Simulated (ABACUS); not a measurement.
## Be under changes of volume

One of the cells (8.105 Å³/atom); the others are scaled copies at fixed shape and fractional positions:

```xyz
2
Lattice="2.2853 0.0000 0.0000 -1.1426 1.9791 0.0000 0.0000 0.0000 3.5842" Properties=species:S:1:pos:R:3 pbc="T T T"
Be    1.1427    0.6597    2.6882
Be    0.0000    1.3194    0.8961
```

```yaml
Program: ABACUS 3.10.1
Functional: PBE
Potentials_or_basis: PseudoDojo NC SR 0.4.1 PBE standard
Cutoff: 1361 eV
Density_cutoff: 5442 eV
Basis: DZP LCAO (the cutoffs set its grid)
k_mesh: 13 × 13 × 8
Occupations: fermi-dirac, width 0.05 eV
Spin: no spin polarisation
```

```csv
volume (Å³/atom),energy over the lowest point (meV/atom),pressure (GPa)
7.619,7.06,6.6
7.781,2.02,3.5
7.943,0.00,0.6
8.105,0.79,-2.1
8.268,4.11,-4.5
8.430,?,?
8.592,17.49,-8.6
```

Problem. What does the run at 8.430 Å³/atom give?

Solution. Energy over the lowest point 9.74 meV/atom; pressure -6.6 GPa.

Worked out: A Birch-Murnaghan fit of order 3 (a polynomial in V^(-2/3)) to the other rows has its minimum at 7.98 Å³/atom with B0 = V·E''(V) = 133 GPa and B' = 3.5 at fixed shape and positions, which overstates the stiffness. It gives 9.75 meV/atom at 8.430 Å³/atom, against the run's 9.74, and -dE/dV = -6.6 GPa, against -6.6.

Energies are extrapolated to zero smearing.

Caveats: the atomic orbitals were generated for these runs and aren't a published set; the basis of atomic orbitals isn't converged, which shifts pressures, moduli and gaps.
